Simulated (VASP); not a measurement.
# Ti2Si (P4/mmm) in VASP: relaxation of cell and atoms with PBE

Aim: the relaxation of cell and atoms of Ti2Si with PBE.

Program: VASP 6.6.1. These are calculated values, not measurements. Logs are shortened: lines on timing, memory, paths and dates and some standing lists are left out, and cuts for length are marked.

## Step 1: Starting point

It takes space group P4/mmm (No. 123, tetragonal). The conventional cell has a = 3.899 Å, b = 3.899 Å, c = 3.407 Å, α = 90.00°, β = 90.00°, γ = 90.00°. Around Ti (site symmetry mmm) lie 2 Si at 1.95 Å. Si (site symmetry 4/mmm) has 4 Ti at 1.95 Å as nearest neighbours.

The cell was built by a generator and needn't be a form met in nature.

## Step 2: Relaxation of cell and atoms, PBE

INCAR reads:

```
SYSTEM = Ti2Si
PREC = Normal
ENCUT = 520
EDIFF = 1E-4
ISMEAR = 0
SIGMA = 0.15
LREAL = .FALSE.
LASPH = .TRUE.
NELM = 60
ALGO = Fast
ISIF = 3
LWAVE = .FALSE.
LCHARG = .FALSE.
GGA = PE
IBRION = 2
NSW = 24
EDIFFG = -0.08
```

KPOINTS reads:

```
regular mesh
0
G
  5 5 6
  0 0 0
```

POSCAR reads:

```
Ti2Si
1.0
    3.8991944400      0.0000000000      0.0000000000
    0.0000000000      3.8991944400      0.0000000000
    0.0000000000      0.0000000000      3.4071717700
Ti Si
2 1
Direct
    0.0000000000      0.5000000000      0.0000000000
    0.5000000000      0.0000000000      0.0000000000
    0.0000000000      0.0000000000      0.0000000000
```

Potentials or basis: VASP PAW PBE potentials, release 64 (Ti_sv, Si).

On the command line:

```sh
$ cat potpaw_PBE.64/Ti_sv/POTCAR potpaw_PBE.64/Si/POTCAR > POTCAR
$ mpirun -np 1 vasp_std > vasp.out
```

OUTCAR:

```text
SYSTEM = Ti2Si
   PREC = Normal
   ENCUT = 520
   EDIFF = 1E-4
   ISMEAR = 0
   LREAL = .FALSE.
   LASPH = .TRUE.
   NELM = 60
   ISIF = 3
   GGA = PE
   IBRION = 2
   NSW = 24
   EDIFFG = -0.08

 ion  position               nearest neighbor table
   1  0.000  0.500  0.000-   3 1.95   3 1.95   2 2.76   2 2.76   2 2.76   2 2.76
   2  0.500  0.000  0.000-   3 1.95   3 1.95   1 2.76   1 2.76   1 2.76   1 2.76
   3  0.000  0.000  0.000-   1 1.95   2 1.95   1 1.95   2 1.95

  LATTYP: Found a simple tetragonal cell.
 ALAT       =     3.8991944400
 C/A-ratio  =     0.8738142769

  Lattice vectors:

 A1 = (   3.8991944400,   0.0000000000,   0.0000000000)
 A2 = (   0.0000000000,   3.8991944400,   0.0000000000)
 A3 = (   0.0000000000,   0.0000000000,   3.4071717700)

Analysis of symmetry for initial positions (statically):
=====================================================================
 Subroutine PRICEL returns:
 Original cell was already a primitive cell.

 Routine SETGRP: Setting up the symmetry group for a
 simple tetragonal supercell.

 Subroutine GETGRP returns: Found 16 space group operations
 (whereof 16 operations were pure point group operations)
 out of a pool of 16 trial point group operations.

The static configuration has the point symmetry D_4h.

Analysis of symmetry for dynamics (positions and initial velocities):
=====================================================================
 Subroutine PRICEL returns:
 Original cell was already a primitive cell.

 Routine SETGRP: Setting up the symmetry group for a
 simple tetragonal supercell.

 Subroutine GETGRP returns: Found 16 space group operations
 (whereof 16 operations were pure point group operations)
 out of a pool of 16 trial point group operations.

The dynamic configuration has the point symmetry D_4h.

 Subroutine INISYM returns: Found 16 space group operations
 (whereof 16 operations are pure point group operations),
 and found     1 'primitive' translations

----------------------------------------------------------------------------------------

                                     Primitive cell

  volume of cell :      51.8017

  direct lattice vectors                    reciprocal lattice vectors
     3.899194440  0.000000000  0.000000000     0.256463230  0.000000000  0.000000000
     0.000000000  3.899194440  0.000000000     0.000000000  0.256463230  0.000000000
     0.000000000  0.000000000  3.407171770     0.000000000  0.000000000  0.293498558

  length of vectors
     3.899194440  3.899194440  3.407171770     0.256463230  0.256463230  0.293498558

  position of ions in fractional coordinates (direct lattice)
     0.000000000  0.500000000  0.000000000
     0.500000000  0.000000000  0.000000000
     0.000000000  0.000000000  0.000000000

  ion indices of the primitive-cell ions
   primitive index   ion index
                 1           1
                 2           2
                 3           3

----------------------------------------------------------------------------------------

 KPOINTS: regular mesh

Automatic generation of k-mesh.
 Grid dimensions read from file:
 generate k-points for:    5    5    6

 Generating k-lattice:

  Cartesian coordinates                     Fractional coordinates (reciprocal lattice)
     0.051292646  0.000000000  0.000000000     0.200000000  0.000000000  0.000000000
     0.000000000  0.051292646  0.000000000     0.000000000  0.200000000  0.000000000
     0.000000000  0.000000000  0.048916426     0.000000000  0.000000000  0.166666667

  Length of vectors
     0.051292646  0.051292646  0.048916426

  Shift w.r.t. Gamma in fractional coordinates (k-lattice)
     0.000000000  0.000000000  0.000000000

 Subroutine IBZKPT returns following result:
 ===========================================

 Found     24 irreducible k-points:

 Following reciprocal coordinates:
            Coordinates               Weight
  0.000000  0.000000  0.000000      1.000000
  0.200000  0.000000  0.000000      4.000000
  0.400000  0.000000  0.000000      4.000000
  0.200000  0.200000  0.000000      4.000000
  0.400000  0.200000  0.000000      8.000000
  0.400000  0.400000  0.000000      4.000000
[... 16 lines left out ...]
  0.400000  0.200000  0.500000      8.000000
  0.400000  0.400000  0.500000      4.000000
   k-points           NKPTS =     24   k-points in BZ     NKDIM =     24   number of bands    NBANDS=     18
   number of dos      NEDOS =    301   number of ions     NIONS =      3
   total plane-waves  NPLWV =  11520
   dimension x,y,z NGX =    24 NGY =   24 NGZ =   20
   dimension x,y,z NGXF=    48 NGYF=   48 NGZF=   40
   ions per type =               2   1
   NGX,Y,Z   is equivalent  to a cutoff of  10.23, 10.23,  9.76 a.u.
   NGXF,Y,Z  is equivalent  to a cutoff of  20.47, 20.47, 19.52 a.u.
 SYSTEM =  Ti2Si
   PREC   = normal    normal or accurate (medium, high low for compatibility)
   ISTART =      0    job   : 0-new  1-cont  2-samecut
   ICHARG =      2    charge: 1-file 2-atom 10-const
   ISPIN  =      1    spin polarized calculation?
   LNONCOLLINEAR =      F non collinear calculations
   LSORBIT =      F    spin-orbit coupling
   LASPH  =      T    aspherical Exc in radial PAW
   ENCUT  =  520.0 eV  38.22 Ry    6.18 a.u.   7.25  7.25  6.34*2*pi/ulx,y,z
   NELM   =     60;   NELMIN=  2; NELMDL= -5     # of ELM steps
   EDIFF  = 0.1E-03   stopping-criterion for ELM
   LREAL  =      F    real-space projection
   EDIFFG = -.8E-01   stopping-criterion for IOM
   NSW    =     24    number of steps for IOM
   IBRION =      2    ionic relax: 0-MD 1-quasi-New 2-CG
   NFREE  =      1    steps in history (QN), initial steepest desc. (CG)
   ISIF   =      3    stress and relaxation
   ISYM   =      2    0-nonsym 1-usesym 2-fastsym
   POTIM  = 0.5000    time-step for ionic-motion
   TEBEG  =    0.0;   TEEND  =   0.0 temperature during run
   PSTRESS=    0.0 pullay stress
   NELECT =      28.0000    total number of electrons
   NUPDOWN=      -1.0000    fix difference up-down
   EMIN   =  10.00;   EMAX   =-10.00  energy-range for DOS
   EFERMI =   0.00;   METHOD = LEGACY
   ISMEAR =     0;   SIGMA  =   0.15  broadening in eV -4-tet -1-fermi 0-gaus
   EFERMI_NEDOS =   21; number of points for ismear=-14 and -15
   IALGO  =     68    algorithm
   IMIX   =      4    mixing-type and parameters
     AMIX     =   0.40;   BMIX     =  1.00
     AMIX_MAG =   1.60;   BMIX_MAG =  1.00
  volume/ion in A,a.u.               =      17.27       116.52
  Fermi-wavevector in a.u.,A,eV,Ry     =   1.333561  2.520065 24.196398  1.778385
  Thomas-Fermi vector in A             =   2.462410
   LORBIT       =      0    0 simple, 1 ext, 2 COOP (PROOUT), +10 PAW based schemes
   GGA     = PE    functional components
   LHFCALC =     F    Hartree Fock is set to
   AEXX    =    0.0000 exact exchange contribution
   IVDW    =     0    specifies the selected vdW correction
   LEPSILON=     F    determine dielectric tensor
   LRPA    =     F    only Hartree local field effects (RPA)
 conjugate gradient relaxation of ions
 non-spin polarized calculation
 RMM-DIIS sequential band-by-band and
 Gauss-broadening in eV      SIGMA  =   0.15
  energy-cutoff  :      520.00
  volume of cell :       51.80
 maximum number of plane-waves:      1404
   NGX = 15   NGY = 15   NGZ = 13

--------------------------------------- Ionic step        1  -------------------------------------------

 number of electron      27.9999970 magnetization

 Free energy of the ion-electron system (eV)
  ---------------------------------------------------
  ext. energy  EPLUGINS =         0.00000000
  ---------------------------------------------------
  free energy    TOTEN  =       -11.30413366 eV

  energy without entropy =      -11.26561364  energy(sigma->0) =      -11.28487365

------------------------ aborting loop because EDIFF is reached ----------------------------------------

  FORCE on cell =-STRESS in cart. coord.  units (eV):
  Direction    XX          YY          ZZ          XY          YZ          ZX
  --------------------------------------------------------------------------------------
  -------------------------------------------------------------------------------------
  Total       34.1304161     34.1304161     -3.6537195      0.0000000      0.0000000     -0.0000000
  in kB     1055.6218025   1055.6218025   -113.0061225      0.0000000      0.0000000     -0.0000000
  external PRESSURE =     666.0791609 kB  Pullay stress =       0.0000000 kB
[... 524 lines left out ...]
      5     -18.6598      2.00000
      6     -18.4951      2.00000
[... 10 lines left out ...]
     17      16.2444      0.00000
     18      16.2729      0.00000

------------------------ aborting loop EDIFF was not reached (unconverged)  ----------------------------

  FORCE on cell =-STRESS in cart. coord.  units (eV):
  Direction    XX          YY          ZZ          XY          YZ          ZX
  --------------------------------------------------------------------------------------
  -------------------------------------------------------------------------------------
  Total      -52.3134133    -52.3134133    -52.9737441      0.0000000      0.0000000      0.0000000
  in kB     -716.5722153   -716.5722153   -725.6172142      0.0000000      0.0000000      0.0000000
  external PRESSURE =    -719.5872150 kB  Pullay stress =       0.0000000 kB
[... 24 lines left out ...]
--------------------------------------- Ionic step        3  -------------------------------------------

 number of electron      28.0000043 magnetization

------------------------ aborting loop EDIFF was not reached (unconverged)  ----------------------------

  FORCE on cell =-STRESS in cart. coord.  units (eV):
  Direction    XX          YY          ZZ          XY          YZ          ZX
  --------------------------------------------------------------------------------------
  -------------------------------------------------------------------------------------
  Total        1.1639319      1.1639319     -6.6014897      0.0000000     -0.0000000     -0.0000000
  in kB       24.5888645     24.5888645   -139.4610212      0.0000000     -0.0000000     -0.0000000
  external PRESSURE =     -30.0944308 kB  Pullay stress =       0.0000000 kB
[... 520 lines left out ...]
      5     -27.4160      2.00000
      6     -27.3651      2.00000
[... 10 lines left out ...]
     17       7.0857      0.00000
     18       7.2145      0.00000

[... ionic steps 4 to 14 ...]

--------------------------------------- Ionic step       15  -------------------------------------------

 number of electron      28.0000096 magnetization

------------------------ aborting loop because EDIFF is reached ----------------------------------------
[... 69 lines left out ...]
--------------------------------------- Ionic step       17  -------------------------------------------

 number of electron      28.0000096 magnetization

 Free energy of the ion-electron system (eV)
  ---------------------------------------------------
  ext. energy  EPLUGINS =         0.00000000
  ---------------------------------------------------
  free energy    TOTEN  =       -19.12194795 eV

  energy without entropy =      -19.08470009  energy(sigma->0) =      -19.10332402

 E-fermi :   5.9359     XC(G=0): -10.0363

 val. band max:        5.9354459137   @ k =   0.2000   0.0000   0.3333
 cond. band min:       5.9932937243   @ k =   0.2000   0.0000   0.5000
 fundamental gap:      0.0578478106
 Fermi energy:         5.9359374415
[... 532 lines left out ...]
  FREE ENERGIE OF THE ION-ELECTRON SYSTEM (eV)
  ---------------------------------------------------
  free  energy   TOTEN  =       -19.1219479537 eV

  energy  without entropy=      -19.0847000900  energy(sigma->0) =      -19.10332402

 reached required accuracy - stopping structural energy minimisation
```

It took 3.6 min on 1 thread of Intel Xeon 6975P-C (Granite Rapids), shared host; peak memory 0.14 GiB.

Results:

```yaml
Free_energy: -19.1219 eV
Relaxed_volume: 21.00 Å³/atom
Relaxed_cell: a = 4.873 Å, b = 4.873 Å, c = 2.653 Å, α = 90.00°, β = 90.00°, γ = 90.00°
Space_group_after_relaxing_to_0.05_Å: P4/mmm (No. 123)
Energy_gained_by_relaxing: 2605.9 meV/atom
Ionic_steps: 17
Pressure_after_relaxing: -0.1 GPa
Band_gap_on_the_k_mesh: none (metal or under the smearing width)
```

Step by step:
```csv
step,energy change (eV),largest force (eV/Å),pressure (GPa),volume (Å³)
1,0.0000,0.0000,66.61,51.80
2,74.0683,0.0000,-71.96,116.97
3,-6.4019,0.0000,-3.01,75.84
4,-6.6231,0.0000,-4.40,76.96
5,-6.6534,0.0000,-5.50,78.66
6,-7.4402,0.0000,-5.62,71.07
7,-2.8094,0.0000,47.46,47.18
8,-6.0658,0.0000,-1.51,67.93
9,-7.6798,0.0000,-4.00,67.17
10,-7.1663,0.0000,4.88,57.33
11,-7.7478,0.0000,-2.10,64.77
12,-7.7784,0.0000,-2.17,64.37
13,-7.8065,0.0000,-1.58,63.96
14,-7.8116,0.0000,1.17,61.60
15,-7.8165,0.0000,0.47,62.61
16,-7.8165,0.0000,0.33,62.69
17,-7.8178,0.0000,-0.09,63.00
```

Final structure:
```yaml
crystal:
  lattice:
    - [4.87333, 0.00000, 0.00000]
    - [0.00000, 4.87333, 0.00000]
    - [0.00000, 0.00000, 2.65252]
  atoms:
    - { symbol: Ti, position: [0.00000, 0.50000, 0.00000] }
    - { symbol: Ti, position: [0.50000, 0.00000, 0.00000] }
    - { symbol: Si, position: [0.00000, 0.00000, 0.00000] }
```

Caveat: the volume moved by over 15 % at a fixed basis, so the end points are rough; the relaxation stopped at a loose force limit of 0.08 eV/Å, so its end isn't a converged minimum.
